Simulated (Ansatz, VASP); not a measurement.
GaP: VASP beside Ansatz

```
CELL_PARAMETERS angstrom
0.00000 2.72525 2.72525
2.72525 0.00000 2.72525
2.72525 2.72525 0.00000
ATOMIC_POSITIONS crystal
Ga 0.00000 0.00000 0.00000
P 0.25000 0.25000 0.25000
```

Alike in both runs: task relaxation of cell and atoms; functional LDA; k mesh 8 × 8 × 8; occupations gaussian, width 0.02 eV; no spin polarisation.

|  | VASP | Ansatz |
| --- | --- | --- |
| version | VASP 6.6.1 | Ansatz 0.2.0 |
| potentials or method | VASP PAW LDA potentials, release 64 (Ga_d, P) | scalar-relativistic, plane waves, PAW |
| plane-wave cutoff (eV) | 600 | 420 |
| valence electrons in the cell | 18 | 18 |

|  | VASP | Ansatz | Ansatz less VASP |
| --- | --- | --- | --- |
| gap on the k mesh at the Fermi level, each at its own relaxed structure (eV) | 1.43 | 1.43 | -0.001 |
| relaxed volume (Å³/atom) | 19.61 | 19.59 | -0.021 |
| relaxed cell length with the largest relative difference (Å) | 3.814 | 3.812 | -0.0013 |
| energy change over the relaxation (meV/atom) | -5 | -6 | -0.4 |

A k mesh can miss the band edges. Zero-point motion and thermal expansion aren't in these numbers. LDA usually gives volumes a few per cent too small.
